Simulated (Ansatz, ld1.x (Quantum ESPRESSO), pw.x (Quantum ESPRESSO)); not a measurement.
## phosphorus: does the TM potential hold in the solid?

* Element: P
* Generator: ld1.x (Quantum ESPRESSO) 7.5
* Type: norm-conserving Troullier–Martins (Kleinman–Bylander form)
* Functional: PBE
* Relativity: scalar-relativistic
* Frozen core: [Ne]
* Valence charge: 5
* Reference configuration: 3s2 3p3
* Partial waves: 3s (bound): rc 1.25 bohr; 3p (bound): rc 2.05 bohr; 3d channel at 0.4 Ry: rc 1.60 bohr
* Local potential: the d channel
* Core correction: Bessel-smoothed model core, default radius (core density twice the valence density)

Atomic tests: cutoffs needed: 40 Ry and 100 Ry (the cutoffs (Ry, on a coarse ladder) from which the occupation-weighted sum of valence levels, in a spherical-Bessel basis at the reference potential, stays within 10 and 1 mRy of its value at 400 Ry); ghost test: no extra level below or beside the all-electron valence levels (s, p, d, f tested) (spherical-Bessel basis up to 400 Ry, 20 bohr box); largest excitation error: +258 meV (all-electron minus pseudo) for 3s1 3p0, out of 7 test configurations.

Crystal test: fcc P in pw.x 7.5, no spin, 14³ k-points, Fermi–Dirac smearing 0.01 Ry, cutoffs 120/480 Ry. The reference is all-electron LAPW (Ansatz 0.2.0) with the same functional, mesh and smearing; V0 and B0 come from Birch–Murnaghan fits to the pressures at five volumes. Errors are pseudo minus all-electron; Δ is the rms difference of the E(V) curves that follow from these fits, minima aligned, over ±6 % about the mean V0. Mesh and smearing are coarse, so the numbers serve the comparison and aren't converged zero-temperature values; the lattice is a test structure that the element need not adopt.

| V (Å³/atom) | P all-electron (GPa) | P pseudo (GPa) |
| --- | --- | --- |
| 14.029 | 3.66 | 2.87 |
| 14.398 | 1.11 | 0.38 |
| 14.767 | -1.13 | -1.81 |
| 15.136 | -3.12 | -3.75 |
| 15.505 | -4.89 | -5.50 |

All-electron: a0 = 3.878 Å (V0 = 14.58 Å³/atom), B0 = 88.9 GPa.

Pseudopotential: mean pressure error (GPa): -0.69; a0 (Å): 3.867; a0 error (%): -0.26; B0 error (%): +0.7; Δ (meV/atom): 2.3.

**Question.** At the middle volume, how do free energy and pressure move when the wave cutoff is lowered (ecutrho kept at four times it)?

**Answer.**

| cutoff (Ry) | shift of F (meV/atom) | shift of P (GPa) |
| --- | --- | --- |
| 54 | +46.2 | -0.44 |
| 72 | +37.8 | -0.69 |
| 96 | +5.0 | -0.52 |

The run at the middle volume (104 k-points, 6 iterations) took about 25 s on one core of a shared host (Neoverse-V1, 32 threads, 247 GiB, load 21).
